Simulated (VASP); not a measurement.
A run of VASP 6.6.1 is set up as follows.

File INCAR:

```
  ALGO = Normal
  EDIFF = 1E-6
  ENCUT = 520
  GGA = PS
  ICORELEVEL = 1
  ISIF = 2
  ISMEAR = 1
  KPAR = 8
  LASPH = T
  LCHARG = F
  LREAL = F
  LWAVE = F
  NELM = 80
  PREC = Accurate
  SIGMA = 0.1
```

KPOINTS

```
k-points
0
Gamma
  5 5 4
```

POSCAR

```
Ru
1.0
    8.1174000000      0.0000000000      0.0000000000
   -4.0587000000      7.0298746130      0.0000000000
    0.0000000000      0.0000000000      8.5638000000
Ru
36
Direct
    0.1111111111      0.2222222222      0.1250000000
    0.1111111111      0.2222222222      0.6250000000
    0.1111111111      0.5555555556      0.1250000000
    0.1111111111      0.5555555556      0.6250000000
    0.1111111111      0.8888888889      0.1250000000
    0.1111111111      0.8888888889      0.6250000000
    0.4444444444      0.2222222222      0.1250000000
    0.4444444444      0.2222222222      0.6250000000
    0.4444444444      0.5555555556      0.1250000000
    0.4444444444      0.5555555556      0.6250000000
    0.4444444444      0.8888888889      0.1250000000
    0.4444444444      0.8888888889      0.6250000000
    0.7777777778      0.2222222222      0.1250000000
    0.7777777778      0.2222222222      0.6250000000
    0.7777777778      0.5555555556      0.1250000000
    0.7777777778      0.5555555556      0.6250000000
    0.7777777778      0.8888888889      0.1250000000
    0.7777777778      0.8888888889      0.6250000000
    0.2222222222      0.1111111111      0.3750000000
    0.2222222222      0.1111111111      0.8750000000
    0.2222222222      0.4444444444      0.3750000000
    0.2222222222      0.4444444444      0.8750000000
    0.2222222222      0.7777777778      0.3750000000
    0.2222222222      0.7777777778      0.8750000000
    0.5555555556      0.1111111111      0.3750000000
    0.5555555556      0.1111111111      0.8750000000
    0.5555555556      0.4444444444      0.3750000000
    0.5555555556      0.4444444444      0.8750000000
    0.5555555556      0.7777777778      0.3750000000
    0.5555555556      0.7777777778      0.8750000000
    0.8888888889      0.1111111111      0.3750000000
    0.8888888889      0.1111111111      0.8750000000
    0.8888888889      0.4444444444      0.3750000000
    0.8888888889      0.4444444444      0.8750000000
    0.8888888889      0.7777777778      0.3750000000
    0.8888888889      0.7777777778      0.8750000000
```

Potentials or basis: VASP PAW PBE potentials, release 64 (Ru_pv).

Run with:

```console
$ cat potpaw_PBE.64/Ru_pv/POTCAR > POTCAR
$ mpirun -np 8 vasp_std > vasp.out
```

What does it give for the pressure?

-6.5 GPa.

Predict the band gap on the k mesh.

none (metal or under the smearing width).

Stress tensor (GPa, compression positive):
```
-6.20  0.00  0.00
 0.00 -6.20  0.00
 0.00  0.00 -7.08
```

Caveat: the PAW data sets were made with another functional, which shifts forces and pressure a little.
